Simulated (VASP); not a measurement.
# Sb in VASP: a series of runs, part 2 of 3

VASP 6.6.1. Earlier steps stand in the parts before.

## Step 4: Single point, PBEsol

This run uses another cell than the first one, of 116.94 Å³/atom, 0.667 times its volume.

Contents of INCAR:

```
PREC     = Accurate       # precision mode
ENCUT    = 250            # plane-wave cutoff, eV
EDIFF    = 1E-7           # SCF threshold, eV
ISMEAR   = 1              # smearing method
SIGMA    = 0.1            # smearing width, eV
LREAL    = False          # projectors in reciprocal space
LASPH    = True           # aspherical terms in the spheres
NELM     = 120            # most SCF steps
ALGO     = Normal         # electronic algorithm
ISIF     = 2              # what is computed and relaxed
LWAVE    = False          # write WAVECAR
LCHARG   = False          # write CHGCAR
LDIPOL   = True         
IDIPOL   = 3            
DIPOL    = 0.5 0.5 0.500
GGA      = PS             # functional
NBANDS   = 12             # bands
LVHAR    = True         
LVACPOTAV= True
```

Contents of KPOINTS:

```
Automatic mesh
0
Gamma
  7 7 1
```

Contents of POSCAR:

```
Sb
1.0
    3.3545324200      0.0000000000      0.0000000000
   -1.6772662100      2.9051102900      0.0000000000
    0.0000000000      0.0000000000     12.0000000000
Sb
1
Direct
    0.6666666667      0.3333333333      0.5000000000
```

Potentials or basis: VASP PAW PBE potentials, release 64 (Sb).

Command:

```sh
> cat potpaw_PBE.64/Sb/POTCAR > POTCAR
> mpirun -np 1 vasp_std > vasp.out
```

OUTCAR:

```text
PREC = Accurate
   ENCUT = 250
   EDIFF = 1E-7
   ISMEAR = 1
   LREAL = False
   LASPH = True
   NELM = 120
   ISIF = 2
   GGA = PS

 Found      8 irreducible k-points:

 Following reciprocal coordinates:
            Coordinates               Weight
  0.000000  0.000000  0.000000      1.000000
  0.142857  0.000000  0.000000      6.000000
  0.285714  0.000000  0.000000      6.000000
  0.428571  0.000000  0.000000      6.000000
  0.142857  0.142857  0.000000      6.000000
  0.285714  0.142857  0.000000     12.000000
   k-points           NKPTS =      8   k-points in BZ     NKDIM =      8   number of bands    NBANDS=     12
   number of dos      NEDOS =    301   number of ions     NIONS =      1
   total plane-waves  NPLWV =  20736
   dimension x,y,z NGX =    18 NGY =   18 NGZ =   64
   dimension x,y,z NGXF=    36 NGYF=   36 NGZF=  128
   ions per type =               1
   NGX,Y,Z   is equivalent  to a cutoff of   8.92,  8.92,  8.87 a.u.
   NGXF,Y,Z  is equivalent  to a cutoff of  17.84, 17.84, 17.73 a.u.
 SYSTEM =  unknown system
   PREC   = accura    normal or accurate (medium, high low for compatibility)
   ISTART =      0    job   : 0-new  1-cont  2-samecut
   ICHARG =      2    charge: 1-file 2-atom 10-const
   ISPIN  =      1    spin polarized calculation?
   LNONCOLLINEAR =      F non collinear calculations
   LSORBIT =      F    spin-orbit coupling
   LASPH  =      T    aspherical Exc in radial PAW
   ENCUT  =  250.0 eV  18.37 Ry    4.29 a.u.   4.32  4.32 15.47*2*pi/ulx,y,z
   NELM   =    120;   NELMIN=  2; NELMDL= -5     # of ELM steps
   EDIFF  = 0.1E-06   stopping-criterion for ELM
   LREAL  =      F    real-space projection
   EDIFFG = 0.1E-05   stopping-criterion for IOM
   NSW    =      0    number of steps for IOM
   IBRION =     -1    ionic relax: 0-MD 1-quasi-New 2-CG
   NFREE  =      0    steps in history (QN), initial steepest desc. (CG)
   ISIF   =      2    stress and relaxation
   ISYM   =      2    0-nonsym 1-usesym 2-fastsym
   POTIM  = 0.5000    time-step for ionic-motion
   TEBEG  =    0.0;   TEEND  =   0.0 temperature during run
   PSTRESS=    0.0 pullay stress
   NELECT =       5.0000    total number of electrons
   NUPDOWN=      -1.0000    fix difference up-down
   EMIN   =  10.00;   EMAX   =-10.00  energy-range for DOS
   EFERMI =   0.00;   METHOD = LEGACY
   ISMEAR =     1;   SIGMA  =   0.10  broadening in eV -4-tet -1-fermi 0-gaus
   EFERMI_NEDOS =   21; number of points for ismear=-14 and -15
   IALGO  =     38    algorithm
   IMIX   =      4    mixing-type and parameters
     AMIX     =   0.40;   BMIX     =  1.00
     AMIX_MAG =   1.60;   BMIX_MAG =  1.00
  volume/ion in A,a.u.               =     116.94       789.17
  Fermi-wavevector in a.u.,A,eV,Ry     =   0.572453  1.081779  4.458656  0.327702
  Thomas-Fermi vector in A             =   1.613332
   LORBIT       =      0    0 simple, 1 ext, 2 COOP (PROOUT), +10 PAW based schemes
   GGA     = PS    functional components
   LHFCALC =     F    Hartree Fock is set to
   AEXX    =    0.0000 exact exchange contribution
   IVDW    =     0    specifies the selected vdW correction
   LEPSILON=     F    determine dielectric tensor
   LRPA    =     F    only Hartree local field effects (RPA)
 non-spin polarized calculation
 Methfessel and Paxton  Order N= 1 SIGMA  =   0.10
  energy-cutoff  :      250.00
  volume of cell :      116.94
 maximum number of plane-waves:      1069
 NGX is ok and might be reduce to    18
   NGX =  9   NGY =  9   NGZ = 31

 dipolmoment           0.000000      0.000000     -0.000000 electrons x Angstroem

 number of electron       4.9999999 magnetization

 dipolmoment           0.000000      0.000000      0.000000 electrons x Angstroem

 Free energy of the ion-electron system (eV)
  ---------------------------------------------------
  ext. energy  EPLUGINS =         0.00000000
  ---------------------------------------------------
  free energy    TOTEN  =        -3.60424969 eV

  energy without entropy =       -3.60357359  energy(sigma->0) =       -3.60402432

 E-fermi :  -1.7771     XC(G=0):  -3.6482

 val. band max:       -2.0896916832   @ k =   0.2857   0.1429   0.0000
 cond. band min:      -1.7179318727   @ k =   0.4286   0.0000   0.0000
 fundamental gap:      0.3717598104
 Fermi energy:        -1.7770547696

 k-point     1 :       0.0000    0.0000    0.0000
  band No.  band energies     occupation
      1     -12.7955      2.00000
      2      -4.2276      2.00000
      3       1.7200      0.00000
      4       3.1375      0.00000
      5       3.1375      0.00000
      6       3.4153      0.00000
      7       3.8971      0.00000
      8       7.9053      0.00000
      9       8.0379      0.00000
     10       8.8018      0.00000
     11       8.8018      0.00000
     12       9.0289      0.00000

 k-point     2 :       0.1429    0.0000    0.0000
  band No.  band energies     occupation
      1     -12.4508      2.00000
      2      -3.8869      2.00000
      3       0.7776      0.00000
      4       2.0765      0.00000
      5       2.3879      0.00000
      6       3.7583      0.00000
      7       4.2549      0.00000
      8       6.8481      0.00000
      9       8.0810      0.00000
     10       8.6970      0.00000
     11       9.6164      0.00000
     12      10.0224      0.00000

 k-point     3 :       0.2857    0.0000    0.0000
  band No.  band energies     occupation
      1     -11.4527      2.00000
      2      -2.9267      2.00000
      3      -2.7665      2.00000
      4       1.2103      0.00000
      5       3.1454      0.00000
      6       4.5998      0.00000
      7       5.3173      0.00000
      8       5.5165      0.00000
      9       6.1610      0.00000
     10       9.4667      0.00000
     11       9.7658      0.00000
     12      10.5900      0.00000

 k-point     4 :       0.4286    0.0000    0.0000
  band No.  band energies     occupation
      1     -10.0933      2.00000
      2      -5.5327      2.00000
      3      -1.7179      0.16792
      4       0.4985      0.00000
      5       3.2983      0.00000
      6       4.8593      0.00000
      7       4.9290      0.00000
      8       6.8030      0.00000
      9       7.0932      0.00000
     10       7.4527      0.00000
     11       9.2270      0.00000
     12       9.6145      0.00000

 k-point     5 :       0.1429    0.1429    0.0000
  band No.  band energies     occupation
      1     -11.7770      2.00000
      2      -3.2328      2.00000
      3      -1.4360     -0.00002
      4       0.4868      0.00000
      5       2.7892      0.00000
      6       4.3958      0.00000
      7       4.9692      0.00000
      8       7.1688      0.00000
      9       7.6193      0.00000
     10       9.0894      0.00000
     11       9.1386      0.00000
     12       9.3232      0.00000

 k-point     6 :       0.2857    0.1429    0.0000
  band No.  band energies     occupation
      1     -10.5459      2.00000
      2      -4.1767      2.00000
      3      -2.0897      2.00009
      4      -1.0514     -0.00000
      5       4.2137      0.00000
      6       4.3406      0.00000
      7       6.2481      0.00000
      8       6.3944      0.00000
      9       7.4030      0.00000
     10       7.5670      0.00000
     11       9.1614      0.00000
     12      10.5351      0.00000

 [... further k-points ...]
[... 5 lines left out ...]
  --------------------------------------------------------------------------------------
  -------------------------------------------------------------------------------------
  Total       -2.7414531     -2.7414531     -0.0051381      0.0000000      0.0000000     -0.0000000
  in kB      -37.5591308    -37.5591307     -0.0703944      0.0000000      0.0000000     -0.0000000
  external PRESSURE =     -25.0628853 kB  Pullay stress =       0.0000000 kB

 VOLUME and BASIS-vectors are now :
 -----------------------------------------------------------------------------
  energy-cutoff  :      250.00
  volume of cell :      116.94
      direct lattice vectors                 reciprocal lattice vectors
     3.354532420  0.000000000  0.000000000     0.298104139  0.172110505  0.000000000
    -1.677266210  2.905110290  0.000000000     0.000000000  0.344221011  0.000000000
     0.000000000  0.000000000 12.000000000     0.000000000  0.000000000  0.083333333

 POSITION                                       TOTAL-FORCE (eV/Angst)
 -----------------------------------------------------------------------------------
      1.67727      0.96837      6.00000        -0.000000      0.000000      0.000000
 -----------------------------------------------------------------------------------
    total drift:                               -0.000000      0.000000     -0.000000

  FREE ENERGIE OF THE ION-ELECTRON SYSTEM (eV)
  ---------------------------------------------------
  free  energy   TOTEN  =        -3.6042496852 eV

  energy  without entropy=       -3.6035735903  energy(sigma->0) =       -3.60402432

 vacuum level on the upper side and lower side of the slab         3.092         3.092
```

Run time: 3.3 s. Hardware: 1 thread of Intel Xeon 6975P-C (Granite Rapids), shared host; peak memory 0.14 GiB.

The run converged, but some of its settings lie outside the range that counts as converged, so its numbers aren't taken as properties of the slab.

What came out:

| Property | Result |
| --- | --- |
| Free energy | -3.6042 eV |
| Band gap on the k mesh | none (metal or under the smearing width) |
| Work function of the upper face | 4.87 eV |
| Work function of the lower face | 4.87 eV |

Caveat: the PAW data sets were made with another functional, which shifts forces and pressure a little.

## Step 5: Single point, PBEsol

This run uses another cell than the first one, of 38.98 Å³/atom, 0.222 times its volume.

INCAR, as its differences from that of step 4:

```diff
@@ -1,3 +1,3 @@
 PREC     = Accurate       # precision mode
-ENCUT    = 250            # plane-wave cutoff, eV
+ENCUT    = 400            # plane-wave cutoff, eV
 EDIFF    = 1E-7           # SCF threshold, eV
```

Contents of KPOINTS:

```
Automatic mesh
0
Gamma
  11 11 1
```

POSCAR, as its differences from that of step 4:

```diff
@@ -4,3 +4,3 @@
    -1.6772662100      2.9051102900      0.0000000000
-    0.0000000000      0.0000000000     12.0000000000
+    0.0000000000      0.0000000000      4.0000000000
 Sb
```

Command:

```sh
> cat potpaw_PBE.64/Sb/POTCAR > POTCAR
> mpirun -np 1 vasp_std > vasp.out
```

Run time: 2.7 s. Hardware: 1 thread of Intel Xeon 6975P-C (Granite Rapids), shared host; peak memory 0.14 GiB.

The run converged, but some of its settings lie outside the range that counts as converged, so its numbers aren't taken as properties of the slab.

Results:

| Property | Result |
| --- | --- |
| Free energy | -2.8533 eV |
| Band gap on the k mesh | none (metal or under the smearing width) |

Caveat: the PAW data sets were made with another functional, which shifts forces and pressure a little.

[end of part 2 of 3]
